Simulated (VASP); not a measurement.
Crystal: Pt.

```
CELL_PARAMETERS angstrom
0.00000 1.96090 1.96090
1.96090 0.00000 1.96090
1.96090 1.96090 0.00000
ATOMIC_POSITIONS crystal
Pt 0.00000 0.00000 0.00000
```

- Program: VASP 6.6.1
- Task: relaxation of cell and atoms
- Functional: BLYP
- Dispersion: D3
- Potentials or basis: VASP PAW PBE potentials, release 64 (Pt)
- Cutoff: 600 eV
- k mesh: 12 × 12 × 12
- Occupations: fermi-dirac, width 0.05 eV
- Spin: no spin polarisation

At the start: pressure 5.6 GPa; volume 15.08 Å³/atom.

Question: How do energy, volume and symmetry change on relaxing?

Answer: Over 3 steps the energy falls by 5.5 meV/atom and the volume is 15.41 Å³/atom (+2.2 %); space group Fm-3m (No. 225, to 0.05 Å).

The path:
```csv
step,energy change (eV),largest force (eV/Å),pressure (GPa),volume (Å³)
1,0.0000,0.0000,5.63,15.08
2,0.0276,0.0000,-11.49,16.27
3,-0.0055,0.0000,-0.11,15.41
```

Final structure:
```cif
data_structure
_symmetry_space_group_name_H-M 'P 1'
_symmetry_Int_Tables_number 1
_cell_length_a 2.7932
_cell_length_b 2.7932
_cell_length_c 2.7932
_cell_angle_alpha 60.000
_cell_angle_beta 60.000
_cell_angle_gamma 60.000
_cell_volume 15.41
loop_
_atom_site_label
_atom_site_type_symbol
_atom_site_fract_x
_atom_site_fract_y
_atom_site_fract_z
_atom_site_occupancy
Pt1 Pt 0.00000 0.00000 0.00000 1
```

Caveat: the PAW data sets were made with another functional, which shifts forces and pressure a little; pairwise dispersion overbinds metals, which lowers pressure and volume.
